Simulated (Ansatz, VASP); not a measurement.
## One calculation of TiAl, two programs

```
Ti Al
1.0
     3.13610    0.00000    0.00000
     0.00000    3.13610    0.00000
     0.00000    0.00000    3.13610
Ti Al
1 1
Direct
  0.00000 0.00000 0.00000
  0.50000 0.50000 0.50000
```

Change from the starting cell: volume scaled by 0.96.

Alike in both runs: task single point; functional LDA; k mesh 8 × 8 × 8; occupations fermi-dirac, width 0.05 eV; no spin polarisation.

```csv
,VASP,Ansatz
version,VASP 6.6.1,Ansatz 0.2.0
potentials or method,"VASP PAW LDA potentials, release 64 (Ti_sv, Al), cutoff 520 eV","all-electron LAPW, scalar-relativistic"
```

Ansatz gave:

| Item | Value |
| --- | --- |
| gap on the k mesh at the Fermi level (eV) | none |
| pressure (GPa) | -1.3 |

Task: Which values does VASP return?

Result: gap on the k mesh at the Fermi level (eV): none; pressure (GPa): -1.2.

A gap of «none» marks a metal or a gap that the smearing closes. Ansatz ran all-electron here, so the differences hold the error of VASP's frozen core and of both bases.
